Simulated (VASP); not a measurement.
A run of VASP 6.6.1:

Contents of INCAR:

```
SYSTEM = AlN
  PREC = Accurate
  ENCUT = 520
  EDIFF = 1E-7
  ISMEAR = 0
  SIGMA = 0.02
  LREAL = .False.
  LASPH = .True.
  NELM = 60
  ALGO = Normal
  ISIF = 3
  LWAVE = .False.
  LCHARG = .False.
  GGA = CA
  IBRION = 2
  NSW = 80
  EDIFFG = -0.002
  KPAR = 4
```

Contents of KPOINTS:

```
regular mesh
0
Gamma
  12 12 6
  0 0 0
```

POSCAR

```
AlN
1.0
    3.1130000000      0.0000000000      0.0000000000
   -1.5565000000      2.6959370800      0.0000000000
    0.0000000000      0.0000000000      4.9810000000
Al N
2 2
Direct
    0.3333333300      0.6666666700      0.0000000000
    0.6666666700      0.3333333300      0.5000000000
    0.3333333300      0.6666666700      0.3800000000
    0.6666666700      0.3333333300      0.8800000000
```

Potentials or basis: VASP PAW LDA potentials, release 64 (Al, N).

Command:

```console
$ cat potpaw_LDA.64/Al/POTCAR potpaw_LDA.64/N/POTCAR > POTCAR
$ mpirun -np 4 vasp_std > vasp.out
```

Hardware: 4 MPI ranks on AMD EPYC 7R43 64-Core Processor (Zen 3) (shared host).

Question: How long does it take, and how much memory?

Answer: Wall time 55 s on 4 MPI ranks on AMD EPYC 7R43 64-Core Processor (Zen 3), with other jobs on the host, peak memory 0.12 GiB a rank. Counts: scf iterations 53, k points 76, ion steps 8.
